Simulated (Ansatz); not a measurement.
## Hg: what symmetry allows forces and stress to be

```
Hg
1.0
     4.64973    0.00000    0.00000
    -2.32487    3.56834    0.00000
     0.00000    0.00000    3.71818
Hg
3
Direct
  0.28961 0.57921 0.50000
  0.01280 0.02560 0.00000
  0.69759 0.39518 0.50000
```

These are results of Ansatz 0.2.0, DFT PBE, scalar-relativistic, plane waves, PAW, not measurements.

Settings: cutoff 420 eV, Γ-centred mesh 10×10×10 on the computed 3-atom cell, Gaussian smearing of 0.10 eV; no spin polarisation.

This distorted cell has space group Amm2, with 4 operations.

Question: Without a calculation: in which directions can each atom feel a force?

Answer: A force must be left unchanged by every operation that keeps its atom in place, so it lies in the space that those operations leave fixed. Atoms that the group maps onto each other feel forces of one size.
```
atom site symmetry operations at the site equivalent to atom allowed force (Cartesian)
 Hg1            mm2                       4                   1   along (0.00, 1.00, 0.00)
 Hg2            mm2                       4                   2   along (0.00, 1.00, 0.00)
 Hg3            mm2                       4                   3   along (0.00, 1.00, 0.00)
```

That leaves 3 independent force components of 9, tied by 1 condition that the forces sum to zero, so 2 remain. A relaxation in this cell that keeps the symmetry moves the atoms in these directions alone.

Question: And the stress tensor?

Answer: It must be invariant under the point group, which leaves 3 independent components: yz, xz, xy vanish.

Question: Do the computed values obey this?

Answer: Yes. Forces (eV/Å):
```
Hg1  0.000  3.364  0.000
Hg2  0.000 -1.209  0.000
Hg3  0.000 -2.155  0.000
```

Stress (GPa, compression positive, xx yy zz yz xz xy): 56.49 23.83 18.61 0.00 0.00 0.00. The program imposes the same operations on density, forces and stress, so this confirms the analysis and is no independent test of the calculation.

Spin–orbit coupling is left out, which can shift energies with elements as heavy as these.

This form isn't the element's structure at ambient conditions.